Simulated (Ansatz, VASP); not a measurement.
**One calculation of Rh, two programs**

```
Rh
1.0
     0.00000    1.87585    1.87585
     1.87585    0.00000    1.87585
     1.87585    1.87585    0.00000
Rh
1
Cartesian
  0.0000 0.0000 0.0000
```

Change from the starting cell: volume scaled by 0.96.

Alike in both runs: task single point; functional PBEsol; k mesh 16 × 16 × 16; occupations fermi-dirac, width 0.08 eV; no spin polarisation.

|  | VASP | Ansatz |
| --- | --- | --- |
| version | VASP 6.6.1 | Ansatz 0.2.0 |
| potentials or method | VASP PAW PBE potentials, release 64 (Rh_pv), cutoff 520 eV | all-electron LAPW, scalar-relativistic |

VASP gave:

| Quantity | Value |
| --- | --- |
| pressure (GPa) | 7.2 |

**Question.** Estimate Ansatz's values.

**Answer.** Pressure (GPa): 7.3.

Ansatz ran all-electron here, so the differences hold the error of VASP's frozen core and of both bases.

Caveats: the PAW data sets were made with another functional, which shifts forces and pressure a little (VASP).
